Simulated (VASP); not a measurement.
Shape and ions are relaxed at each volume.

Data:

Space group P6/mmm (No. 191); a = b = 3.5479 Å, c = 3.7893 Å, α = β = 90.00°, γ = 120.00°

| atom | site | symmetry | x | y | z |
|---|---|---|---|---|---|
| Li | 2c | -6m2 | 0.3333 | 0.6667 | 0.0000 |
| Li | 1b | 6/mmm | 0.0000 | 0.0000 | 0.5000 |
| N | 1a | 6/mmm | 0.0000 | 0.0000 | 0.0000 |

These are LDA (Ceperley-Alder, Perdew-Zunger), VASP's LDA PAW potentials (set 64) (plane waves; VASP 6.6.1) values and carry that method's errors. Numerical set-up: 520 eV cut-off, 7×7×6 Γ-centred mesh, Gaussian smearing of 0.050 eV, potentials Li_sv N.

Give the energy at these volumes per atom, relative to the lowest: 9.70, 10.01, 10.32, 10.63, 10.94 Å³.

8.0, 2.0, 0.0, 1.6, 6.3 meV/atom. A third-order Birch-Murnaghan fit gives B0 = 61.0 GPa and B0′ = 3.6.

The compound is Li3N in the alpha structure. It was relaxed first, which changed the volume by -7 %.
